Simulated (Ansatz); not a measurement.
## WSe₂: frozen-core PAW against all-electron methods

```
CELL_PARAMETERS angstrom
3.29000 0.00000 0.00000
-1.64500 2.84922 0.00000
0.00000 0.00000 12.97000
ATOMIC_POSITIONS crystal
W 0.33333 0.66667 0.25000
W 0.66667 0.33333 0.75000
Se 0.33333 0.66667 0.62100
Se 0.66667 0.33333 0.12100
Se 0.33333 0.66667 0.87900
Se 0.66667 0.33333 0.37900
```

Atom numbers follow the list: W1, W2, Se3, Se4, Se5, Se6.

Conventional cell: a = 3.290 Å, b = 3.290 Å, c = 12.970 Å, α = 90.00°, β = 90.00°, γ = 120.00°. W (atom 1) is surrounded by 6 Se at 2.53 Å. Se (atom 3) has 3 W at 2.53 Å as nearest neighbours.

The cell is COD entry 9009146, as deposited and not checked against the literature; nothing was relaxed.

No spin–orbit coupling, which matters for the heavy atoms here.

Methods: DFT, PBEsol, PAW with Ansatz's default frozen-core files, scalar-relativistic (Ansatz 0.2.0); DFT, PBEsol, all-electron PAW with datasets made for the crystal, scalar-relativistic (Ansatz 0.2.0); DFT, PBEsol, all-electron LAPW, scalar-relativistic (Ansatz 0.2.0).

For PAW: a Γ-centred 11×11×3 k mesh, Fermi–Dirac smearing of 0.08 eV, cutoff 420 eV, no spin polarisation; the PAW files were made with PBE, and the program remakes their frozen cores for this functional. The crystal-made all-electron datasets (AE datasets) take a cutoff of 300 eV at this cell. LAPW targets a basis error of 0.5 meV/atom. The Ansatz runs share mesh, smearing and spin set-up. Plane-wave (PAW) pressures include the program's estimate of the Pulay term.

Stress and pressure are positive in compression.

Levels count from the top of the valence band.

| quantity | PAW | AE datasets | LAPW |
| --- | --- | --- | --- |
| pressure (GPa) | ? | -1.21 | -1.20 |
| stress xx (GPa) | ? | -1.56 | -1.56 |
| stress zz (GPa) | -0.53 | -0.49 | -0.49 |
| force on Se3, z (eV/Å) | ? | 0.125 | 0.125 |
| band gap (eV) | 0.915 | 0.916 | 0.916 |
| highest filled level at A (eV) | -0.215 | -0.215 | -0.215 |
| lowest empty level at A (eV) | 2.646 | 2.647 | 2.647 |
| highest filled level at M (eV) | -1.096 | -1.094 | -1.094 |
| lowest empty level at M (eV) | 2.117 | 2.121 | 2.121 |

**Question.** Give the missing entry: row "force on Se3, z (eV/Å)", column "PAW".

**Answer.** 0.130.

**Question.** What belongs in the row "stress xx (GPa)", column "PAW"?

**Answer.** -1.61.

**Question.** Fill in "PAW" for the row "pressure (GPa)".

**Answer.** -1.25.
